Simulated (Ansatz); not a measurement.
## Crystal structures of iron under PBE

All numbers below come from DFT, PBE, plane waves (420 eV) with PAW, scalar-relativistic in Ansatz.

Each structure is relaxed within its own symmetry, so a high-lying one may be dynamically unstable.

**Question.** Rank these structures of iron by energy per atom, lowest first.
A. simple cubic
B. dhcp
C. diamond
D. bcc
E. A15
F. omega (AlB2-type)
G. hcp

**Answer.** D (0 meV/atom), G (78 meV/atom), E (92 meV/atom), B (119 meV/atom), F (208 meV/atom), A (776 meV/atom), C (1273 meV/atom).

| structure | ΔE (meV/atom) | V (Å³/atom) | cell | magnetic state |
| --- | --- | --- | --- | --- |
| bcc | 0 | 11.36 | a = 2.833 Å | ferromagnetic, net 2.16 μB per atom |
| hcp | 78 | 10.21 | a = 2.462 Å, c = 3.893 Å (c/a = 1.581) | spin not included |
| A15 | 92 | 11.50 | a = 4.515 Å | ferromagnetic, net 2.15 μB per atom |
| dhcp | 119 | 10.36 | a = 2.452 Å, c = 7.965 Å (c/a = 3.249) | ferrimagnetic, largest moment 1.11 μB in the atomic sphere |
| omega (AlB2-type) | 208 | 12.00 | a = 4.180 Å, c = 2.379 Å (c/a = 0.569) | ferromagnetic, net 2.47 μB per atom |
| simple cubic | 776 | 13.33 | a = 2.371 Å | ferromagnetic, net 2.39 μB per atom |
| diamond | 1273 | 14.47 | a = 4.873 Å | non-magnetic |

ΔE counts from bcc.

Differences under about 8 meV lie within the error of the k-point mesh.
